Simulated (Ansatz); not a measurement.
A run of Ansatz 0.2.0:

File input.yaml:

```yaml
crystal:
  lattice: { a: 3.1140982643, b: 3.1140982643, c: 3.1140982643, alpha: 60.0, beta: 60.0, gamma: 60.0 }
  atoms:
    - { symbol: Li, position: [0.0, 0.0, 0.0], spin: 1.0 }
kpoints:
  mp_grid: { grid: [10, 10, 10] }
scf:
  occupations: { method: fermi_dirac, width: 0.05 }
  mixing: { preconditioner: none }
hamiltonian:
  xc: pbe
  pseudopotentials: { kind: all_electron, datasets: crystal }
magnetization:
  spin_polarized: true
  initial_magnetization: 1.0
  spin_locking: { lock_magnetization: hard }
output:
  eigenvalues: true
  optics:
    e_range: [0, 10]
    de: 0.1
    sigma: 0.2
    nscf_kmesh: { grid: [15, 15, 15] }
```

Potentials or basis: all-electron PAW datasets made for the crystal.

The run is started by

```console
$ ansatz run input.yaml --threads 1 --pin off --max-ram 2560MiB --backend cpu --events-out ev --progress --plain --runs-dir out
```

Hardware: 1 thread of Intel(R) Xeon(R) 6975P-C (Granite Rapids), with other jobs on the host.

Task: Estimate the wall time of this run.

Result: It took 20 s on 1 thread of Intel(R) Xeon(R) 6975P-C (Granite Rapids) (shared host), peak memory 0.63 GiB. Counts: scf iterations 6, plane waves 59, k points 47, bands 5.
